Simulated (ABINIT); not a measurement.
# MgS (F-43m) in ABINIT: equation of state with r2SCAN

Aim: the equation of state of MgS with r2SCAN.

All numbers are computed with ABINIT 10.8.3 (patched build); they aren't measurements. Logs are shortened: lines on timing, memory, paths and dates and some standing lists are left out, and cuts for length are marked. The log counts tension as positive stress, the text compression.

## Step 1: The structure

Symmetry: F-43m, No. 216, cubic system. Conventional cell: a = 5.666 Å, b = 5.666 Å, c = 5.666 Å, α = 90.00°, β = 90.00°, γ = 90.00°. S (site symmetry -43m) is surrounded by 4 Mg at 2.45 Å. Mg (site symmetry -43m) is surrounded by 4 S at 2.45 Å.

The cell comes from a database or a generator and needn't be the stable form of this composition.

## Step 2: Equation of state, r2SCAN

run.abi reads:

```
# Datasets: one volume each
ndtset 7
getwfk -1
scalecart1 3*0.9795861087
scalecart2 3*0.9864848297
scalecart3 3*0.9932883884
scalecart4 3*1.0000000000
scalecart5 3*1.0066227096
scalecart6 3*1.0131594038
scalecart7 3*1.0196128224

# Pseudopotentials
pp_dirpath "./"
pseudos "S.GGA_PBE-JTH.xml, Mg.GGA_PBE-JTH.xml"

# Structure
acell 4.006636794 4.006636794 4.006636794 Angstrom
rprim
     0.0000000000     0.7071067812     0.7071067812
     0.7071067812     0.0000000000     0.7071067812
     0.7071067812     0.7071067812     0.0000000000
ntypat 2
znucl 16 12
natom 2
typat 1 2
xred
     0.2500000000     0.2500000000     0.2500000000
     0.0000000000     0.0000000000     0.0000000000

# Plane-wave basis
ecut 24.0
pawecutdg 46.0

# k points
kptopt 1
ngkpt 8 8 8
nshiftk 1
shiftk 0.0 0.0 0.0

# Exchange and correlation
ixc -497498
usekden 1
pawxcdev 0

# Bands and occupations
nband 12
occopt 3
tsmear 0.00183747

# SCF cycle
nstep 100
tolvrs 1.0e-7

# Output
iomode 3
prtwf 1
prtden 0
prteig 0
prtebands 0
enunit 2
```

Potentials or basis: JTH PAW PBE v2.0.

Run with:

```bash
> abinit run.abi > log 2>&1
```

run.abo:

```text
.Version 10.8.3 of ABINIT
 DATASET    1 : space group F-4 3 m (#216); Bravais cF (face-center cubic)
================================================================================
 Values of the parameters that define the memory need for DATASET  1.
     intxc =       0    ionmov =       0      iscf =      17    lmnmax =       8
     lnmax =       4     mgfft =      36  mpssoang =       2    mqgrid =    3001
     natom =       2  nloc_mem =       2    nspden =       1   nspinor =       1
    nsppol =       1      nsym =      24    n1xccc =       1    ntypat =       2
    occopt =       3   xclevel =       2
       mpw =        1634          nfft =       46656          nkpt =          29
 PAW method is used; the additional fine FFT grid is defined by:
   mgfftf=        48    nfftf =    110592
================================================================================
================================================================================
[... 71 lines left out ...]
 DATASET    7 : space group F-4 3 m (#216); Bravais cF (face-center cubic)
================================================================================
 Values of the parameters that define the memory need for DATASET  7.
     intxc =       0    ionmov =       0      iscf =      17    lmnmax =       8
     lnmax =       4     mgfft =      36  mpssoang =       2    mqgrid =    3001
     natom =       2  nloc_mem =       2    nspden =       1   nspinor =       1
    nsppol =       1      nsym =      24    n1xccc =       1    ntypat =       2
    occopt =       3   xclevel =       2
       mpw =        1847          nfft =       46656          nkpt =          29
 PAW method is used; the additional fine FFT grid is defined by:
   mgfftf=        48    nfftf =    110592
================================================================================
================================================================================

--------------------------------------------------------------------------------
------------- Echo of variables that govern the present computation ------------
--------------------------------------------------------------------------------
 -outvars: echo values of preprocessed input variables --------
            acell      7.5714462266E+00  7.5714462266E+00  7.5714462266E+00 Bohr
              amu      3.20660000E+01  2.43050000E+01
             ecut      2.40000000E+01 Hartree
           enunit           2
           getwfk          -1
              ixc     -497498
           jdtset        1    2    3    4    5    6    7
         kptrlatt        8    0    0      0    8    0      0    0    8
          kptrlen1     5.93350684E+01
          kptrlen2     5.97529347E+01
          kptrlen3     6.01650370E+01
          kptrlen4     6.05715698E+01
          kptrlen5     6.09727177E+01
          kptrlen6     6.13686556E+01
          kptrlen7     6.17595493E+01
            natom           2
            nband          12
           ndtset           7
            ngfft          36      36      36
          ngfftdg          48      48      48
             nkpt          29
            nstep         100
             nsym          24
           ntypat           2
           occopt           3
        pawecutdg      4.60000000E+01 Hartree
         pawxcdev           0
           prtden           0
        prtebands           0
           prteig           0
          prtkden           1
            rprim1     0.0000000000E+00  6.9267198023E-01  6.9267198023E-01
                       6.9267198023E-01  0.0000000000E+00  6.9267198023E-01
                       6.9267198023E-01  6.9267198023E-01  0.0000000000E+00
            rprim2     0.0000000000E+00  6.9755011263E-01  6.9755011263E-01
                       6.9755011263E-01  0.0000000000E+00  6.9755011263E-01
                       6.9755011263E-01  6.9755011263E-01  0.0000000000E+00
            rprim3     0.0000000000E+00  7.0236095512E-01  7.0236095512E-01
                       7.0236095512E-01  0.0000000000E+00  7.0236095512E-01
                       7.0236095512E-01  7.0236095512E-01  0.0000000000E+00
            rprim4     0.0000000000E+00  7.0710678120E-01  7.0710678120E-01
                       7.0710678120E-01  0.0000000000E+00  7.0710678120E-01
                       7.0710678120E-01  7.0710678120E-01  0.0000000000E+00
            rprim5     0.0000000000E+00  7.1178974407E-01  7.1178974407E-01
                       7.1178974407E-01  0.0000000000E+00  7.1178974407E-01
                       7.1178974407E-01  7.1178974407E-01  0.0000000000E+00
            rprim6     0.0000000000E+00  7.1641188486E-01  7.1641188486E-01
                       7.1641188486E-01  0.0000000000E+00  7.1641188486E-01
                       7.1641188486E-01  7.1641188486E-01  0.0000000000E+00
            rprim7     0.0000000000E+00  7.2097514092E-01  7.2097514092E-01
                       7.2097514092E-01  0.0000000000E+00  7.2097514092E-01
                       7.2097514092E-01  7.2097514092E-01  0.0000000000E+00
          spgroup         216
           tolvrs      1.00000000E-07
           tsmear      1.83747000E-03 Hartree
            typat      1  2
          usekden           1
           useylm           1
           xangst1     1.3876425211E+00  1.3876425211E+00  1.3876425211E+00
                       0.0000000000E+00  0.0000000000E+00  0.0000000000E+00
           xangst2     1.3974149735E+00  1.3974149735E+00  1.3974149735E+00
                       0.0000000000E+00  0.0000000000E+00  0.0000000000E+00
           xangst3     1.4070526227E+00  1.4070526227E+00  1.4070526227E+00
                       0.0000000000E+00  0.0000000000E+00  0.0000000000E+00
           xangst4     1.4165600234E+00  1.4165600234E+00  1.4165600234E+00
                       0.0000000000E+00  0.0000000000E+00  0.0000000000E+00
           xangst5     1.4259414891E+00  1.4259414891E+00  1.4259414891E+00
                       0.0000000000E+00  0.0000000000E+00  0.0000000000E+00
           xangst6     1.4352011088E+00  1.4352011088E+00  1.4352011088E+00
                       0.0000000000E+00  0.0000000000E+00  0.0000000000E+00
           xangst7     1.4443427636E+00  1.4443427636E+00  1.4443427636E+00
                       0.0000000000E+00  0.0000000000E+00  0.0000000000E+00
            xcart1     2.6222643255E+00  2.6222643255E+00  2.6222643255E+00
                       0.0000000000E+00  0.0000000000E+00  0.0000000000E+00
            xcart2     2.6407315841E+00  2.6407315841E+00  2.6407315841E+00
                       0.0000000000E+00  0.0000000000E+00  0.0000000000E+00
            xcart3     2.6589441017E+00  2.6589441017E+00  2.6589441017E+00
                       0.0000000000E+00  0.0000000000E+00  0.0000000000E+00
            xcart4     2.6769104852E+00  2.6769104852E+00  2.6769104852E+00
                       0.0000000000E+00  0.0000000000E+00  0.0000000000E+00
            xcart5     2.6946388859E+00  2.6946388859E+00  2.6946388859E+00
                       0.0000000000E+00  0.0000000000E+00  0.0000000000E+00
            xcart6     2.7121370312E+00  2.7121370312E+00  2.7121370312E+00
                       0.0000000000E+00  0.0000000000E+00  0.0000000000E+00
            xcart7     2.7294122551E+00  2.7294122551E+00  2.7294122551E+00
                       0.0000000000E+00  0.0000000000E+00  0.0000000000E+00
             xred      2.5000000000E-01  2.5000000000E-01  2.5000000000E-01
                       0.0000000000E+00  0.0000000000E+00  0.0000000000E+00
            znucl       16.00000   12.00000

================================================================================

 chkinp: Checking input parameters for consistency, jdtset=   1.

 chkinp: Checking input parameters for consistency, jdtset=   2.

 chkinp: Checking input parameters for consistency, jdtset=   3.

 chkinp: Checking input parameters for consistency, jdtset=   4.
[... 18 lines left out ...]
 Real(R)+Recip(G) space primitive vectors, cartesian coordinates (Bohr,Bohr^-1):
 R(1)=  0.0000000  5.2445287  5.2445287  G(1)= -0.0953375  0.0953375  0.0953375
 R(2)=  5.2445287  0.0000000  5.2445287  G(2)=  0.0953375 -0.0953375  0.0953375
 R(3)=  5.2445287  5.2445287  0.0000000  G(3)=  0.0953375  0.0953375 -0.0953375
 Unit cell volume ucvol=  2.8850237E+02 bohr^3
 Angles (23,13,12)=  6.00000000E+01  6.00000000E+01  6.00000000E+01 degrees

 Coarse grid specifications (used for wave-functions):

 getcut: wavevector=  0.0000  0.0000  0.0000  ngfft=  36  36  36
         ecut(hartree)=     24.000   => boxcut(ratio)=   2.20095

 getcut : COMMENT -
  Note that boxcut > 2.2 ; recall that boxcut=Gcut(box)/Gcut(sphere) = 2
  is sufficient for exact treatment of convolution.
  Such a large boxcut is a waste : you could raise ecut
  e.g. ecut=   29.065101 Hartrees makes boxcut=2

 Fine grid specifications (used for densities):

 getcut: wavevector=  0.0000  0.0000  0.0000  ngfft=  48  48  48
         ecut(hartree)=     46.000   => boxcut(ratio)=   2.11971

--- Pseudopotential description ------------------------------------------------
- pspini: atom type   1  psp file is ./S.GGA_PBE-JTH.xml
 Pseudopotential format is: paw10
 basis_size (lnmax)=  4 (lmn_size=  8), orbitals=   0   0   1   1
 Spheres core radius: rc_sph= 1.90380259
 Shapefunction is SIN type: shapef(r)=[sin(pi*r/rshp)/(pi*r/rshp)]**2
 Radius for shape functions =  1.40128485
 Compensation charge density is not taken into account in XC energy/potential

- pspini: atom type   2  psp file is ./Mg.GGA_PBE-JTH.xml
 Pseudopotential format is: paw10
 basis_size (lnmax)=  4 (lmn_size=  8), orbitals=   0   0   1   1
 Spheres core radius: rc_sph= 1.90157919
 Shapefunction is SIN type: shapef(r)=[sin(pi*r/rshp)/(pi*r/rshp)]**2
 Radius for shape functions =  1.70710089
 Compensation charge density is not taken into account in XC energy/potential

   2.37356141E+02                                ecore*ucvol(ha*bohr**3)
--------------------------------------------------------------------------------

================================================================================

--- !BeginCycle
iteration_state: {dtset: 1, }
solver: {iscf: 17, nstep: 100, nline: 4, wfoptalg: 10, }
tolerances: {tolvrs: 1.00E-07, }
...

     iter   Etot(hartree)      deltaE(h)  residm     nres2
 ETOT  1  -69.652315371766    -6.965E+01 6.509E+00 3.467E+00
 ETOT  2  -71.413142149513    -1.761E+00 2.921E-02 4.851E+00
 ETOT  3  -71.401547459374     1.159E-02 2.752E-02 1.237E+00
 ETOT  4  -71.400289668567     1.258E-03 4.618E-03 9.789E-02
 ETOT  5  -71.400536207264    -2.465E-04 2.304E-04 1.512E-02
 ETOT  6  -71.400521506060     1.470E-05 1.583E-05 7.767E-04
 ETOT  7  -71.400523652820    -2.147E-06 4.803E-06 9.454E-05
 ETOT  8  -71.400523530392     1.224E-07 4.154E-07 3.971E-06
 ETOT  9  -71.400523543659    -1.327E-08 3.071E-07 1.176E-06
 ETOT 10  -71.400523542414     1.245E-09 2.708E-08 1.601E-08
[... 1286 lines left out ...]
 Cartesian components of stress tensor (hartree/bohr^3)
  sigma(1 1)=  1.05219059E-04  sigma(3 2)=  0.00000000E+00
  sigma(2 2)=  1.05219059E-04  sigma(3 1)=  0.00000000E+00
  sigma(3 3)=  1.05219059E-04  sigma(2 1)=  0.00000000E+00

-Cartesian components of stress tensor (GPa)         [Pressure= -3.0957E+00 GPa]
- sigma(1 1)=  3.09565158E+00  sigma(3 2)=  0.00000000E+00
- sigma(2 2)=  3.09565158E+00  sigma(3 1)=  0.00000000E+00
- sigma(3 3)=  3.09565158E+00  sigma(2 1)=  0.00000000E+00

== END DATASET(S) ==============================================================
================================================================================

 -outvars: echo values of variables after computation  --------
            acell      7.5714462266E+00  7.5714462266E+00  7.5714462266E+00 Bohr
           etotal1    -7.1400523542E+01
           etotal2    -7.1401249178E+01
           etotal3    -7.1401662924E+01
           etotal4    -7.1401812787E+01
           etotal5    -7.1401712866E+01
           etotal6    -7.1401379267E+01
           etotal7    -7.1400833109E+01
            fcart1     2.0536794838E-28 -6.1610384513E-28  2.0536794838E-28
                      -2.0536794838E-28  6.1610384513E-28 -2.0536794838E-28
            fcart2     2.4471811427E-27 -4.0786352379E-27 -8.1572704757E-28
                      -2.4471811427E-27  4.0786352379E-27  8.1572704757E-28
            fcart3    -2.4367483183E-27  8.1211758075E-28  8.1013970062E-28
                       2.4367483183E-27 -8.1211758075E-28 -8.1013970062E-28
            fcart4     8.0470235761E-28  8.0470235761E-28 -2.4141070728E-27
                      -8.0470235761E-28 -8.0470235761E-28  2.4141070728E-27
            fcart5    -8.1189886156E-28 -7.9940810984E-28  2.4107150812E-27
                       8.1189886156E-28  7.9940810984E-28 -2.4107150812E-27
            fcart6    -1.2410163979E-29  3.4445124471E-46  1.2410163979E-29
                       1.2410163979E-29 -3.4445124471E-46 -1.2410163979E-29
            fcart7     3.1692254489E-27  1.5846127244E-27 -6.3384508978E-27
                      -3.1692254489E-27 -1.5846127244E-27  6.3384508978E-27
            rprim1     0.0000000000E+00  6.9267198023E-01  6.9267198023E-01
[... 30 lines left out ...]
           strten6     7.2284938659E-05  7.2284938659E-05  7.2284938659E-05
                       0.0000000000E+00  0.0000000000E+00  0.0000000000E+00
           strten7     1.0521905869E-04  1.0521905869E-04  1.0521905869E-04
                       0.0000000000E+00  0.0000000000E+00  0.0000000000E+00
           xangst1     1.3876425211E+00  1.3876425211E+00  1.3876425211E+00
                       0.0000000000E+00  0.0000000000E+00  0.0000000000E+00
           xangst2     1.3974149735E+00  1.3974149735E+00  1.3974149735E+00
                       0.0000000000E+00  0.0000000000E+00  0.0000000000E+00
           xangst3     1.4070526227E+00  1.4070526227E+00  1.4070526227E+00
                       0.0000000000E+00  0.0000000000E+00  0.0000000000E+00
           xangst4     1.4165600234E+00  1.4165600234E+00  1.4165600234E+00
                       0.0000000000E+00  0.0000000000E+00  0.0000000000E+00
           xangst5     1.4259414891E+00  1.4259414891E+00  1.4259414891E+00
                       0.0000000000E+00  0.0000000000E+00  0.0000000000E+00
           xangst6     1.4352011088E+00  1.4352011088E+00  1.4352011088E+00
                       0.0000000000E+00  0.0000000000E+00  0.0000000000E+00
           xangst7     1.4443427636E+00  1.4443427636E+00  1.4443427636E+00
                       0.0000000000E+00  0.0000000000E+00  0.0000000000E+00
             xred      2.5000000000E-01  2.5000000000E-01  2.5000000000E-01
                       0.0000000000E+00  0.0000000000E+00  0.0000000000E+00
 Calculation completed.
```

Run time: 6.1 min. Hardware: 1 thread of Arm Neoverse V1, shared host; peak memory 0.17 GiB.

Results:

* Equilibrium volume: 22.77 Å³/atom
* Bulk modulus: 60 GPa
* Pressure derivative of the bulk modulus: 3.3 (rough: it moves with the points fitted)

Energy against volume, from the lowest point:
```
volume (Å³/atom)  energy (meV/atom)
          21.376              17.54
          21.831               7.67
          22.285               2.04
          22.740               0.00
          23.195               1.36
          23.650               5.90
          24.105              13.33
```

Caveat: pressures at fixed basis lie under the slope of the energies; the PAW data sets were made with another functional, which shifts forces and pressure a little.
